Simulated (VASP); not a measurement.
# InPd (Pm-3m) in VASP: notebook, part 2 of 2

VASP 6.6.1. The steps go on from the part before.

## (4) Single point, r2SCAN

Contents of INCAR:

```
  PREC = Accurate
  ENCUT = 400
  EDIFF = 1E-6
  ISMEAR = 0
  SIGMA = 0.15
  LREAL = F
  LASPH = T
  NELM = 100
  ALGO = Normal
  ISIF = 2
  LWAVE = F
  LCHARG = F
  METAGGA = R2SCAN
  LMIXTAU = T
  ADDGRID = T
```

Contents of KPOINTS:

```
regular mesh
0
Gamma
  6 6 6
```

Contents of POSCAR:

```
InPd
1.0
    3.2718847800      0.0000000000      0.0000000000
    0.0000000000      3.2718847800      0.0000000000
    0.0000000000      0.0000000000      3.2718847800
In Pd
1 1
Direct
    0.0076950000     -0.0345290000      0.0307480000
    0.5133770000      0.5169540000      0.5028010000
```

Potentials or basis: VASP PAW PBE potentials, release 64 (In_d, Pd).

Launch:

```bash
> cat potpaw_PBE.64/In_d/POTCAR potpaw_PBE.64/Pd/POTCAR > POTCAR
> mpirun -np 1 vasp_std > vasp.out
```

OUTCAR:

```text
PREC = Accurate
   ENCUT = 400
   EDIFF = 1E-6
   ISMEAR = 0
   LREAL = F
   LASPH = T
   NELM = 100
   ISIF = 2
   METAGGA = R2SCAN

 Found    112 irreducible k-points:

 Following reciprocal coordinates:
            Coordinates               Weight
  0.000000  0.000000  0.000000      1.000000
  0.166667  0.000000  0.000000      2.000000
  0.000000  0.166667  0.000000      2.000000
  0.000000  0.000000  0.166667      2.000000
  0.333333  0.000000  0.000000      2.000000
  0.000000  0.333333  0.000000      2.000000
   k-points           NKPTS =    112   k-points in BZ     NKDIM =    112   number of bands    NBANDS=     15
   number of dos      NEDOS =    301   number of ions     NIONS =      2
   total plane-waves  NPLWV =  13824
   dimension x,y,z NGX =    24 NGY =   24 NGZ =   24
   dimension x,y,z NGXF=    48 NGYF=   48 NGZF=   48
   ions per type =               1   1
   NGX,Y,Z   is equivalent  to a cutoff of  12.19, 12.19, 12.19 a.u.
   NGXF,Y,Z  is equivalent  to a cutoff of  24.39, 24.39, 24.39 a.u.
 SYSTEM =  unknown system
   PREC   = accura    normal or accurate (medium, high low for compatibility)
   ISTART =      0    job   : 0-new  1-cont  2-samecut
   ICHARG =      2    charge: 1-file 2-atom 10-const
   ISPIN  =      1    spin polarized calculation?
   LNONCOLLINEAR =      F non collinear calculations
   LSORBIT =      F    spin-orbit coupling
   LASPH  =      T    aspherical Exc in radial PAW
   ENCUT  =  400.0 eV  29.40 Ry    5.42 a.u.   5.34  5.34  5.34*2*pi/ulx,y,z
   NELM   =    100;   NELMIN=  2; NELMDL= -5     # of ELM steps
   EDIFF  = 0.1E-05   stopping-criterion for ELM
   LREAL  =      F    real-space projection
   EDIFFG = 0.1E-04   stopping-criterion for IOM
   NSW    =      0    number of steps for IOM
   IBRION =     -1    ionic relax: 0-MD 1-quasi-New 2-CG
   NFREE  =      0    steps in history (QN), initial steepest desc. (CG)
   ISIF   =      2    stress and relaxation
   ISYM   =      2    0-nonsym 1-usesym 2-fastsym
   POTIM  = 0.5000    time-step for ionic-motion
   TEBEG  =    0.0;   TEEND  =   0.0 temperature during run
   PSTRESS=    0.0 pullay stress
   NELECT =      23.0000    total number of electrons
   NUPDOWN=      -1.0000    fix difference up-down
   EMIN   =  10.00;   EMAX   =-10.00  energy-range for DOS
   EFERMI =   0.00;   METHOD = LEGACY
   ISMEAR =     0;   SIGMA  =   0.15  broadening in eV -4-tet -1-fermi 0-gaus
   EFERMI_NEDOS =   21; number of points for ismear=-14 and -15
   IALGO  =     38    algorithm
   IMIX   =      4    mixing-type and parameters
     AMIX     =   0.40;   BMIX     =  1.00
     AMIX_MAG =   1.60;   BMIX_MAG =  1.00
  volume/ion in A,a.u.               =      17.51       118.18
  Fermi-wavevector in a.u.,A,eV,Ry     =   1.422938  2.688964 27.548447  2.024754
  Thomas-Fermi vector in A             =   2.543589
   LORBIT       =      0    0 simple, 1 ext, 2 COOP (PROOUT), +10 PAW based schemes
   METAGGA = R2SCAN    functional components
   LHFCALC =     F    Hartree Fock is set to
   AEXX    =    0.0000 exact exchange contribution
   IVDW    =     0    specifies the selected vdW correction
   LEPSILON=     F    determine dielectric tensor
   LRPA    =     F    only Hartree local field effects (RPA)
 non-spin polarized calculation
 Gauss-broadening in eV      SIGMA  =   0.15
  energy-cutoff  :      400.00
  volume of cell :       35.03
 maximum number of plane-waves:       655
 NGX is ok and might be reduce to    24
   NGX = 11   NGY = 11   NGZ = 11

 number of electron      23.0000001 magnetization

 Free energy of the ion-electron system (eV)
  ---------------------------------------------------
  ext. energy  EPLUGINS =         0.00000000
  ---------------------------------------------------
  free energy    TOTEN  =       -46.53499189 eV

  energy without entropy =      -46.52669247  energy(sigma->0) =      -46.53084218

 E-fermi :  10.4605     XC(G=0): -13.2341

 val. band max:       10.3399476185   @ k =  -0.3333   0.0000   0.3333
 cond. band min:      10.5290266063   @ k =   0.5000  -0.3333   0.3333
 fundamental gap:      0.1890789878
 Fermi energy:        10.4604976192

 k-point     1 :       0.0000    0.0000    0.0000
  band No.  band energies     occupation
      1      -5.1387      2.00000
      2      -5.1369      2.00000
      3      -4.7275      2.00000
      4      -4.7101      2.00000
      5      -4.7036      2.00000
      6      -0.0410      2.00000
      7       6.3247      2.00000
      8       6.3432      2.00000
      9       7.9482      2.00000
     10       7.9547      2.00000
     11       7.9596      2.00000
     12      14.9397      0.00000
     13      14.9789      0.00000
     14      15.0775      0.00000
     15      20.4091      0.00000

 k-point     2 :       0.1667    0.0000    0.0000
  band No.  band energies     occupation
      1      -5.1234      2.00000
      2      -5.0454      2.00000
      3      -4.7547      2.00000
      4      -4.7335      2.00000
      5      -4.7039      2.00000
      6       0.4203      2.00000
      7       6.3422      2.00000
      8       6.3874      2.00000
      9       7.6533      2.00000
     10       7.6820      2.00000
     11       7.9482      2.00000
     12      12.5161      0.00000
     13      15.8438      0.00000
     14      15.9174      0.00000
     15      20.7290      0.00000

 k-point     3 :       0.0000    0.1667    0.0000
  band No.  band energies     occupation
      1      -5.1239      2.00000
      2      -5.0457      2.00000
      3      -4.7452      2.00000
      4      -4.7387      2.00000
      5      -4.7067      2.00000
      6       0.4180      2.00000
      7       6.3519      2.00000
      8       6.3751      2.00000
      9       7.6590      2.00000
     10       7.6674      2.00000
     11       7.9395      2.00000
     12      12.5937      0.00000
     13      15.8051      0.00000
     14      15.8331      0.00000
     15      20.8457      0.00000

 k-point     4 :       0.0000    0.0000    0.1667
  band No.  band energies     occupation
      1      -5.1236      2.00000
      2      -5.0454      2.00000
      3      -4.7496      2.00000
      4      -4.7392      2.00000
      5      -4.7030      2.00000
      6       0.4196      2.00000
      7       6.3442      2.00000
      8       6.3848      2.00000
      9       7.6533      2.00000
     10       7.6795      2.00000
     11       7.9454      2.00000
     12      12.5390      0.00000
     13      15.8146      0.00000
     14      15.9117      0.00000
     15      20.7450      0.00000

 k-point     5 :       0.3333    0.0000    0.0000
  band No.  band energies     occupation
      1      -5.0953      2.00000
      2      -4.8603      2.00000
      3      -4.8088      2.00000
      4      -4.7929      2.00000
      5      -4.6911      2.00000
      6       1.7760      2.00000
      7       5.8901      2.00000
      8       6.3788      2.00000
      9       7.1696      2.00000
     10       7.2181      2.00000
     11       7.9307      2.00000
     12       9.8242      2.00000
     13      17.9532      0.00000
     14      18.0319      0.00000
     15      20.7265      0.00000

 k-point     6 :       0.0000    0.3333    0.0000
  band No.  band energies     occupation
      1      -5.0939      2.00000
      2      -4.8644      2.00000
      3      -4.7986      2.00000
      4      -4.7955      2.00000
      5      -4.6937      2.00000
      6       1.7647      2.00000
      7       5.8968      2.00000
      8       6.3721      2.00000
      9       7.1708      2.00000
     10       7.1890      2.00000
     11       7.9087      2.00000
     12       9.8803      2.00000
     13      17.9652      0.00000
     14      17.9810      0.00000
     15      20.7967      0.00000

 [... further k-points ...]

------------------------ aborting loop because EDIFF is reached ----------------------------------------

  FORCE on cell =-STRESS in cart. coord.  units (eV):
  Direction    XX          YY          ZZ          XY          YZ          ZX
  --------------------------------------------------------------------------------------
  -------------------------------------------------------------------------------------
  Total        0.5126393      0.2918736      0.4434558      0.0738204     -0.3530415     -0.0428160
  in kB       23.4492249     13.3509282     20.2846228      3.3767048    -16.1488787     -1.9584939
  external PRESSURE =      19.0282586 kB  Pullay stress =       0.0000000 kB

 VOLUME and BASIS-vectors are now :
 -----------------------------------------------------------------------------
  energy-cutoff  :      400.00
  volume of cell :       35.03
      direct lattice vectors                 reciprocal lattice vectors
     3.271884780  0.000000000  0.000000000     0.305634234  0.000000000  0.000000000
     0.000000000  3.271884780  0.000000000     0.000000000  0.305634234  0.000000000
     0.000000000  0.000000000  3.271884780     0.000000000  0.000000000  0.305634234

 POSITION                                       TOTAL-FORCE (eV/Angst)
 -----------------------------------------------------------------------------------
      0.02518      3.15891      0.10060         0.089064      0.711255     -0.421060
      1.67971      1.69141      1.64511        -0.089064     -0.711255      0.421060
 -----------------------------------------------------------------------------------
    total drift:                                0.000448      0.001174     -0.000332

  FREE ENERGIE OF THE ION-ELECTRON SYSTEM (eV)
  ---------------------------------------------------
  free  energy   TOTEN  =       -46.5349918914 eV

  energy  without entropy=      -46.5266924656  energy(sigma->0) =      -46.53084218
```

OSZICAR:

```text
N       E                     dE             d eps       ncg     rms          rms(c)
DAV:   1     0.107682949355E+03    0.10768E+03   -0.99497E+03  3395   0.174E+03
DAV:   2    -0.449285555878E+02   -0.15261E+03   -0.14875E+03  3514   0.380E+02
DAV:   3    -0.518628632787E+02   -0.69343E+01   -0.68831E+01  4228   0.906E+01
DAV:   4    -0.519965629958E+02   -0.13370E+00   -0.13367E+00  4369   0.114E+01
DAV:   5    -0.520016499662E+02   -0.50870E-02   -0.50869E-02  4906   0.194E+00    0.884E+00
DAV:   6    -0.466215788402E+02    0.53801E+01   -0.49482E+00  3500   0.360E+01    0.398E+00
DAV:   7    -0.464977029657E+02    0.12388E+00   -0.54110E-01  3661   0.941E+00    0.253E+00
DAV:   8    -0.465221537853E+02   -0.24451E-01   -0.14746E-01  3808   0.335E+00    0.137E+00
DAV:   9    -0.465205349523E+02    0.16188E-02   -0.86490E-02  3577   0.339E+00    0.309E-01
DAV:  10    -0.465339626915E+02   -0.13428E-01   -0.26993E-02  3647   0.202E+00    0.206E-01
DAV:  11    -0.465328193948E+02    0.11433E-02   -0.52336E-03  3745   0.785E-01    0.209E-01
DAV:  12    -0.465347268037E+02   -0.19074E-02   -0.11945E-03  3682   0.350E-01    0.916E-02
DAV:  13    -0.465346242650E+02    0.10254E-03   -0.43323E-04  3969   0.216E-01    0.524E-02
DAV:  14    -0.465348585966E+02   -0.23433E-03   -0.24916E-04  3633   0.151E-01    0.576E-02
DAV:  15    -0.465349832675E+02   -0.12467E-03   -0.98896E-05  3549   0.111E-01    0.157E-02
DAV:  16    -0.465349874013E+02   -0.41337E-05   -0.33919E-06  4218   0.162E-02    0.231E-02
DAV:  17    -0.465349911964E+02   -0.37952E-05   -0.12111E-06  2394   0.132E-02    0.183E-02
DAV:  18    -0.465349918914E+02   -0.69500E-06   -0.76462E-07  1996   0.108E-02
   1 F= -.46534992E+02 E0= -.46530842E+02  d E =-.829943E-02
```

Wall time 54 s (1 thread of Intel Xeon 6975P-C (Granite Rapids), shared host); peak memory 0.22 GiB.

The run converged, but some of its settings lie outside the range that counts as converged, so its numbers aren't taken as properties of the crystal.

What came out:

```yaml
Free_energy: -46.5350 eV
Pressure: 1.9 GPa
Largest_force: 0.831 eV/Å
Band_gap_on_the_k_mesh: none (metal or under the smearing width)
```

Caveat: the PAW data sets were made with another functional, which shifts forces and pressure a little.

## (5) Single point, r2SCAN

INCAR: that of step 4 with these lines changed.

```diff
@@ -6,3 +6,3 @@
   LREAL = F
-  LASPH = T
+  LASPH = F
   NELM = 100
@@ -14,2 +14,2 @@
   LMIXTAU = T
-  ADDGRID = T
+  ADDGRID = F
```

KPOINTS is that of step 4.

Contents of POSCAR:

```
InPd
1.0
    3.2718847800      0.0000000000      0.0000000000
    0.0000000000      3.2718847800      0.0000000000
    0.0000000000      0.0000000000      3.2718847800
In Pd
1 1
Direct
    0.0000000000      0.0000000000      0.0000000000
    0.5000000000      0.5000000000      0.5000000000
```

Launch:

```bash
> cat potpaw_PBE.64/In_d/POTCAR potpaw_PBE.64/Pd/POTCAR > POTCAR
> mpirun -np 1 vasp_std > vasp.out
```

Run time: 10 s. Hardware: 1 thread of Intel Xeon 6975P-C (Granite Rapids), shared host; peak memory 0.14 GiB.

The run converged, but some of its settings lie outside the range that counts as converged, so its numbers aren't taken as properties of the crystal.

Results:

- Free energy: -46.6110 eV
- Pressure: 0.0 GPa
- Band gap on the k mesh: none (metal or under the smearing width)

Caveat: the PAW data sets were made with another functional, which shifts forces and pressure a little.

## (6) Single point, r2SCAN

INCAR is that of step 5.

KPOINTS is that of step 5.

Contents of POSCAR:

```
InPd
1.0
    3.2718847800      0.0000000000      0.0000000000
    0.0000000000      3.2718847800      0.0000000000
    0.0000000000      0.0000000000      3.2718847800
In Pd
1 1
Direct
    0.0076950000     -0.0345290000      0.0307480000
    0.5133770000      0.5169540000      0.5028010000
```

Potentials or basis: VASP PAW PBE potentials, release 64 (In_d, Pd).

Launch:

```bash
> cat potpaw_PBE.64/In_d/POTCAR potpaw_PBE.64/Pd/POTCAR > POTCAR
> mpirun -np 1 vasp_std > vasp.out
```

Run time: 43 s. Hardware: 1 thread of Intel Xeon 6975P-C (Granite Rapids), shared host; peak memory 0.17 GiB.

These settings aren't checked as converged: the numbers below hold their error.

Results:

- Free energy: -46.5349 eV
- Pressure: 1.9 GPa
- Largest force: 0.819 eV/Å
- Band gap on the k mesh: none (metal or under the smearing width)

Caveat: the PAW data sets were made with another functional, which shifts forces and pressure a little.
